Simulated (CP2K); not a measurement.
Ge:

```
CELL_PARAMETERS angstrom
2.95207 0.00000 0.00000
-1.62959 2.46153 0.00000
0.00000 0.00000 2.69823
ATOMIC_POSITIONS crystal
Ge 0.50000 0.50000 0.00000
```

This isn't the form of Ge at room conditions, which is diamond.

Base run:

```yaml
Program: CP2K 2026.2
Functional: PBE
Potentials_or_basis: POTENTIAL_UZH Ge GTH-PBE-q4; TZVP-MOLOPT-PBE-GTH basis
Density_cutoff: 6123 eV
k_mesh: 11 × 11 × 10
Occupations: gaussian, width 0.05 eV
Spin: no spin polarisation
```

Its results: band gap on the k mesh none (metal or under the smearing width); pressure 0.2 GPa.

Task: The run is repeated on the same cell with these changes: functional from PBE to PBEsol. What comes out?

Result: Band gap on the k mesh none (metal or under the smearing width); pressure -1.0 GPa.

PBEsol binds more tightly than PBE, so the same cell stands under less pressure.

Caveats: the basis of atomic orbitals isn't converged, which shifts pressures, moduli and gaps; the potentials were made for another functional, which shifts forces and pressure (some runs).
